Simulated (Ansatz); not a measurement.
# Electron scattering at the Σ5 (310) boundary in bcc Mo with P (substitutional), part 2 of 2

Wanted: what the Σ5 (310) boundary in bcc Mo with P (substitutional) costs an interconnect.

Ansatz 0.2.0; Ansatz plane-wave DFT, PBE, PAW files; relaxation of a bicrystal slab with its lowest layers held; PAW set soft_1 (the session's first sound run).

So far. Step 2 (Relaxing the bicrystal): The largest force component on a free atom ends at 0.027 eV/Å, under the tolerance of 0.03, after 18 steps.

### Step 3. Transmission across the boundary

Bulk layers of each grain are laid under and over the relaxed boundary, and a lead is named in the middle of each, away from the free faces. The mesh across the current, 20×20, is finer than the density's, because channels open and close sharply across the zone. Energies from -0.1 to 0.1 eV in steps of 0.05 eV are too few for the program's thermal sum, so it prints no conductance; for a metal the transmission near the Fermi level serves, at a fraction of the cost.

This step: Ansatz plane-wave DFT, PBE, PAW files; ballistic transport by layer matching (Landauer), zero bias; boundary relaxed in a short slab, bulk layers laid on; PAW set soft_1 (Ansatz 0.2.0).

System of this step: Σ5 (310) boundary in bcc Mo with P (substitutional). The cell holds 44 atoms: 43 Mo and 1 P. Its edges and angles: a = 5.219 Å, b = 3.147 Å, c = 50.768 Å, α = 90.0°, β = 90.0°, γ = 72.5°. It derives from Mo. Regions: lower grain, 18 atoms (18 Mo); boundary, 12 atoms (11 Mo and 1 P); upper grain, 14 atoms (14 Mo). Vacuum lies along c.

input.yaml

```yaml
crystal:
  lattice:
    - [5.2187091076, 0.0, 0.0]
    - [0.9488562014, 3.0005467684, 0.0]
    - [0.0, 0.0, 50.7677624325]
  atoms:
    - { symbol: Mo, position: [-9.2000000002, -6.8999999999, 0.0787901575] }
    - { symbol: Mo, position: [-8.8000000002, -6.5999999999, 0.0983925338] }
    - { symbol: Mo, position: [-8.4000000001, -6.2999999999, 0.11799491] }
    - { symbol: Mo, position: [-8.0000000001, -5.9999999999, 0.1375972862] }
    - { symbol: Mo, position: [-7.6000000001, -5.6999999999, 0.1571996625] }
    - { symbol: Mo, position: [-7.2000000001, -5.3999999999, 0.1768020387] }
    - { symbol: Mo, position: [-6.8000000001, -5.0999999999, 0.1964044149] }
    - { symbol: Mo, position: [-6.4000000001, -4.7999999999, 0.2160067912] }
    - { symbol: Mo, position: [-6.0000000001, -4.4999999999, 0.2356091674] }
    - { symbol: Mo, position: [-5.6000000001, -4.1999999999, 0.2552115436] }
    - { symbol: Mo, position: [-5.2000000001, -3.8999999999, 0.2748139199] }
    - { symbol: Mo, position: [-4.8000000001, -3.6, 0.2944162961] }
    - { symbol: Mo, position: [-4.4000000001, -3.3, 0.3140186723] }
    - { symbol: Mo, position: [-4.0, -3.0, 0.3336210486] }
    - { symbol: Mo, position: [-3.6, -2.7, 0.3532234248] }
    - { symbol: Mo, position: [-3.2, -2.4, 0.372825801] }
    - { symbol: Mo, position: [-2.8, -2.1, 0.3924281773] }
    - { symbol: Mo, position: [-2.4, -1.8, 0.4120305535] }
    - { symbol: Mo, position: [1.0, 0.5, 0.4316329297] }
    - { symbol: Mo, position: [0.3996877748, 0.8001561126, 0.4513886581] }
    - { symbol: Mo, position: [0.8006374832, 0.0996812584, 0.470795689] }
    - { symbol: Mo, position: [0.1893318483, 0.4053340759, 0.4908607395] }
    - { symbol: Mo, position: [0.6084743388, 0.6957628306, 0.5087666861] }
    - { symbol: P, position: [0.2185414178, -0.1092707089, 0.5343535339] }
    - { symbol: Mo, position: [0.8993154173, 0.5503422914, 0.5496712867] }
    - { symbol: Mo, position: [0.4771052969, 0.2614473515, 0.5666213801] }
    - { symbol: Mo, position: [1.0917599555, -0.0458799777, 0.5888539744] }
    - { symbol: Mo, position: [0.6886978355, 0.6556510822, 0.6072786108] }
    - { symbol: Mo, position: [1.293090246, 0.353454877, 0.6273914034] }
    - { symbol: Mo, position: [0.8930588962, 0.0534705519, 0.6467765752] }
    - { symbol: Mo, position: [-2.5069411038, -2.2465294481, 0.6663789514] }
    - { symbol: Mo, position: [-2.9069411038, -2.5465294481, 0.6859813277] }
    - { symbol: Mo, position: [-3.3069411038, -2.8465294481, 0.7055837039] }
    - { symbol: Mo, position: [-3.7069411038, -3.1465294481, 0.7251860801] }
    - { symbol: Mo, position: [-4.1069411038, -3.4465294481, 0.7447884564] }
    - { symbol: Mo, position: [-4.5069411038, -3.7465294481, 0.7643908326] }
    - { symbol: Mo, position: [-4.9069411038, -4.0465294481, 0.7839932088] }
    - { symbol: Mo, position: [-5.3069411038, -4.3465294481, 0.8035955851] }
    - { symbol: Mo, position: [-5.7069411039, -4.6465294481, 0.8231979613] }
    - { symbol: Mo, position: [-6.1069411039, -4.946529448, 0.8428003375] }
    - { symbol: Mo, position: [-6.5069411039, -5.246529448, 0.8624027138] }
    - { symbol: Mo, position: [-6.9069411039, -5.546529448, 0.88200509] }
    - { symbol: Mo, position: [-7.3069411039, -5.846529448, 0.9016074662] }
    - { symbol: Mo, position: [-7.7069411039, -6.146529448, 0.9212098425] }
kpoints:
  mp_grid: { grid: [8, 8, 1] }
hamiltonian:
  xc: pbe
  pseudopotentials: { kind: paw, azcp: { folder: soft_1 } }
scf:
  occupations: { method: fermi_dirac, width: 0.1 }
output:
  transmission:
    leads: [[10, 11], [35, 36]]
    kmesh: [20, 20]
    e_range: [-0.1, 0.1]
    de: 0.05
  write_potential: true
  write_density: true
  volumetric_format: npy
  elf: true
```

Run with:

```sh
$ ansatz run input.yaml --threads 4 --pin off --max-ram 15360MiB --backend cpu --events-out ev --progress --plain --runs-dir out
```

Numbers of over 12 decimals in the logs are rounded to 6 here.

The program printed:

```text
[...]
Crystal: 44 atoms, lattice volume = 794.971 Å³
Basis set: ecut = 420 eV, 15625 PW (Γ)
Bands: 365, of which v1, the nominal top of the filled ones, is band 304 counted from 1 (303 counted from 0)
Symmetry: 2 space group operations
[...]
k-points: 21 of 64 (time reversal used)
[...]
SCF iter   1: F=—  HF=-213890.606514 eV  |F-HF|=—  |Δ(HF+E_count)|=         —  Δρ=1.00e-1  dr2=5.86e2  ethr=3.10e-3  ⟨swp⟩=6.1  Hψ=27265  notcnv=0
[...]
SCF iter  12: F=-213859.267499 eV  HF=-213859.267499 eV  |F-HF|=1.26e-8  |Δ(HF+E_count)|=   1.37e-7  Δρ=1.57e-6  dr2=5.10e-8  ethr=1.65e-11  ⟨swp⟩=15.3  Hψ=23958  notcnv=0
SCF 1 converged in 12 iterations: F = -213859.267499 eV  dr2 = 5.10e-8
[...]
transmission: 714 of 7104 steps passed
transmission: 1422 of 7104 steps passed
[...]
transmission: 7104 of 7104 steps passed
WARN: The output density's exchange-correlation potential varies sharply where the density is thin. Do not read a vacuum level from v_tot or v_xc, or from such a field of the output density. On a cell that repeats whose density bears no net charge and no dipole along the vacuum's axis use v_es (v_loc + v_h of the components); under efield.dipole_correction with no amplitude use v_es + v_field, which holds any externa [...]
SCF converged after 12 iterations
Free energy (F): -213859.267499 eV
[...]
Internal energy: -213858.167863 eV  (E = F + TS)
E sigma→0 (E₀):  -213858.717681 eV
Entropy (-TS):   -1.099635 eV (-24.992 meV/atom)
Fermi energy:    17.502962 eV
[...]
--- Band table (eV; the first three rows and the last of 21) ---
  k-point 0: bands = [... 300 lower, 17.2489, 17.2822, 17.2832, 17.3896, 17.4156, 17.4681, 17.4758, 17.5084, ... 57 higher]
  k-point 1: bands = [... 300 lower, 17.0509, 17.1263, 17.2107, 17.2524, 17.3361, 17.3679, 17.4443, 17.4874, ... 57 higher]
  k-point 2: bands = [... 300 lower, 16.8217, 16.8426, 16.9348, 17.0911, 17.3823, 17.4610, 17.5467, 17.6289, ... 57 higher]
  k-point 20: bands = [... 300 lower, 17.4230, 17.5077, 17.5094, 17.5894, 17.6350, 17.6490, 17.6727, 17.6940, ... 57 higher]
--- Transmission ---
  basis      : 141 plane waves across, 64 finite elements along
  points     : 111, standing for a mesh of 20 x 20
  energies   : 5 from -0.100000 to 0.100000 eV about the Fermi level, 0.050000 eV apart; the leads are filled to 0.000000 eV, and channels, transmission and decay are at 0.000000 eV
  crystal 0  : Mo2, at the sites [10, 11], period 1.9903 Å, over 19.90 Å; its Hamiltonian steps by up to 8.4 meV
    offset         : up to 0.0000 Å between an atom of the period and one for which it stands
    channels       : 2.495000e0 a spin
    conductance    : none, the energies end too early or step too widely for 300 K: set another output.transmission.e_range or a lower de, or, where they end at an eighth of basis.ecutwfc, a higher one
    slowest decay  : 0.0223 /Å at (0.4500, 0.3000)
[...]
channels       : 2.485000e0 a spin
[...]
slowest decay  : 0.0253 /Å at (0.4500, 0.3000)
  junction   : crystal 0 to crystal 1, 13.45 to 38.31 Å
    transmission   : 1.106032e0 a spin
[...]
```

Elapsed: 8.6 min, on 4 threads of Intel Xeon Platinum 8488C (Sapphire Rapids), shared host; peak memory 9 GiB.

The column dr2 measures how far the density is from self-consistency, as an energy; F and HF (Harris–Foulkes) agree once it is small.

Numbers from this step:

- free energy: -213859.2675 eV
- energy at zero smearing: -213858.7177 eV
- Fermi energy: 17.50 eV
- cell area: 15.66 Å²
- transmission per spin nearest the Fermi level: 1.106
- open channels per spin nearest the Fermi level: 2.495
- open channels per spin, upper lead: 2.485
- step of the lead's potential: 8.4 meV
- step of the upper lead's potential: 12.1 meV

Per spin. The transmission, zone mean by energy, zero at the Fermi level:

| energy (eV) | transmission, zone mean |
| --- | --- |
| -0.1000 | 1.09 |
| -0.0500 | 1.08 |
| 0.0000 | 1.11 |
| 0.0500 | 1.11 |
| 0.1000 | 1.11 |

Per spin. The open channels, zone mean by energy, zero at the Fermi level:

| energy (eV) | lead | upper lead |
| --- | --- | --- |
| -0.1000 | 2.52 | 2.52 |
| -0.0500 | 2.52 | 2.50 |
| 0.0000 | 2.50 | 2.48 |
| 0.0500 | 2.58 | 2.57 |
| 0.1000 | 2.67 | 2.68 |

Transmission over k1 and k2. At 0.0000 eV from the Fermi level.

Ten even steps from '_' (0.00) to '@' (2.44):
```
++******++++******++**######****######**
++====::__::====++++****--::__::--****++
__------------________..__....__..______
__..------..__________..::::::..________
..--------..::::____________________::::
..::::::..::::::::::__________::::::::::
------------====--**==::::==**--====----
**==**%%@@%%##@@@@##%%::%%##@@@@##%%@@%%
####@@@@@@##@@%%##%%####%%##%%@@##@@@@@@
%%@@@@@@@@@@%%##%%%%%%%%%%##%%@@@@@@@@@@
##@@@@@@##@@%%##%%####%%##%%@@##@@@@@@##
**%%@@%%##@@@@##%%::%%##@@@@##%%@@%%**==
------====--**==::::==**--====----------
..::::::::::__________::::::::::..::::::
..::::____________________::::..--------
__________..::::::..__________..------..
________..__....__..________------------
++++****--::__::--****++++====::__::====
++**######****######**++******++++******
**########++########**########++########
```
Columns: k1 (b1) from -0.5 to 0.45; rows upwards: k2 (b2) from -0.5 to 0.45.

Open channels over k1 and k2. At 0.0000 eV from the Fermi level.

Ten even steps from '_' (0.00) to '@' (7.00):
```
::======++++======::====================
::::::::..::::::::::====::::..::::====::
__............______....::::::::....____
..............______..::::::::::..______
................__................__....
..............::::..............::::....
::::::::::::::::::==::::::::==::::::::::
++++++####++++####++++++++++####++++####
%%%%%%####++####################++####%%
%%@@%%##########%%##%%##%%##########%%@@
%%%%####++####################++####%%%%
++####++++####++++++++++####++++####++++
::::::::::::==::::::::==::::::::::::::::
......::::..............::::............
......__................__..............
..______..::::::::::..______............
______....::::::::....______............
::::====::::..::::====::::::::::..::::::
::====================::======++++======
::======++==++======::======++==++======
```
Columns: k1 (b1) from -0.5 to 0.45; rows upwards: k2 (b2) from -0.5 to 0.45.

ELF in the ca plane at fractional y = 0.853, with atoms of Mo and P within 0.2 Å of it. It is the smooth field of the valence electrons, not physical close to the nuclei.

Ten even steps from '0' (0.01) to '9' (0.77), each cell a mean:
```
33333454322333344344323332223334433542688633
33334554332334665344322223333443333443577534
45433433333433555343223323433454334333344335
56543333334543333334443332233453366643333334
44433322235443333336885343333443478743543343
33234322233233344347896234333333368733533687
44445433333677424337885244322234234434534889
45433345535988623334544577532345423345535889
54234434424878733433247999754444345554533688
53578842423888634544589636864333224544553233
43686862442454235433598102863257643454554333
42587963454322355432478325862379973455433455
42378743433444444432258999742488883354332234
54333234322343223443235786433478862442476433
```
Columns run along c (16.0 Å, from fractional 0.36 to 0.68 of the cell), rows up along a (5.2 Å). Atoms in or near the plane, at fractional coordinates: Mo at (0.39, 0.20), Mo at (0.45, 0.40), P at (0.53, 0.22).

Electrostatic potential energy in the ca plane at fractional y = 0.853, with atoms of Mo and P within 0.2 Å of it. With pseudopotentials it is smooth inside the atoms' cores, unlike the true potential.

Ten even steps from '0' (-46 eV) to '9' (18 eV), each cell a mean:
```
99999999988998767899999998889986689998522489
87789999988997545899999987679999999998533589
64579999999998545899999997679999977789866799
64579988899998767887668998889999743479998999
76789988899999999974226899999999731369999877
98999988999878999962004899999999743479998423
99999999998433699973125899999999976789996100
99999999996100389987567899999999999999996100
99865689995000279999888667999999999999997412
99620269996201489999996323799988899999999867
98300048998656899999984222699853368999999999
98400048999999999999995223799720037999999999
99732379999999999999998656899620027999888899
99987899988999989999999988999741148999644689
```
Columns run along c (16.0 Å, from fractional 0.36 to 0.68 of the cell; values clipped at the 3rd and 97th percentile), rows up along a (5.2 Å). Atoms in or near the plane, at fractional coordinates: Mo at (0.39, 0.20), Mo at (0.45, 0.40), P at (0.53, 0.22).

Valence density in the ca plane at fractional y = 0.853, with atoms of Mo and P within 0.2 Å of it. It is the smooth field of the valence electrons, not physical close to the nuclei.

Ten even steps from '0' (0.1 e/Å³) to '9' (6.8 e/Å³), each cell a mean:
```
00000000000000011000000000000001100000244200
00000000000000221000000000100000000000133100
12100000000000121000000000100000001000011000
12200000000000010000110000000000023200000000
01100000000000000002431000000000135310000000
00000000000000000014662000000000023200000243
00000000000233100003541000000000001000001587
00000000001687300001110000000000000000001587
00011100001798400000000000000000000000000244
00146410001465200000000000000000000000000011
00379820000111000000000000000013310000000000
00279720000000000000000000000047730000000000
00134310000000000000000000000158840000000000
00000000000000000000000000000025520000122100
```
Columns run along c (16.0 Å, from fractional 0.36 to 0.68 of the cell), rows up along a (5.2 Å). Atoms in or near the plane, at fractional coordinates: Mo at (0.39, 0.20), Mo at (0.45, 0.40), P at (0.53, 0.22).

Over the solved energies the transmission per spin lies between 1.08 and 1.11, out of 2.56 channels of the lead on average (up to 2.67).

### Step 4. Specific resistance

This step: Ansatz plane-wave DFT, PBE, PAW files; ballistic transport by layer matching (Landauer), zero bias; specific resistance of the boundary; PAW set soft_1 (Ansatz 0.2.0).

Numbers from this step:

* area resistance: 1.045 fΩ m²
* T over the leads' mean channel count: 0.4311

Averaged over the energies near the Fermi level, 43.1 % of the channels pass, which makes 1.04 fΩ m².

By hand, with T and the leads' channels N averaged over the energies near the Fermi level: RA = A (h/2e²)(1/T − ½[1/N₁ + 1/N₂]) = 15.66×10⁻²⁰ m² × 12 906 Ω × (1/1.101 − ½[1/2.555 + 1/2.551]) = 1.04 fΩ m².

### Step 5. What came out

```json
{
  "specific resistance of the boundary": "1.04 fΩ m²",
  "share of channels that pass": "0.431"
}
```

The boundary has a specific resistance of 1.0 fΩ m². The boundary reflects 57 % of the channels; 1.0 fΩ m² is 10×10⁻¹² Ω·cm². That equals the resistance of 19 nm of bulk Mo at 300 K (measured 5.52 µΩ cm, CRC Handbook of Chemistry and Physics, 84th ed., 2003, Electrical Resistivity of Pure Metals). One P in 15.7 Å² of boundary is a high coverage. In the relaxation the upper grain slid sideways by about 1.5 Å, so the result belongs to the position that it found, not to the starting one. Each plane of this narrow cell holds one atom, so the solute fills a whole plane. One starting structure was relaxed; another shift or atom count at the boundary may lie lower.

[Logs are printed without paths, hosts, clocks, repeated set-up lines and the standing remarks that a program may print on its own settings, such as how far it seeks lower states.]

[Hosts, paths, dates, database ids (printed as entryN), source tags and the programs' standing remarks are cut or masked in the printed files.]
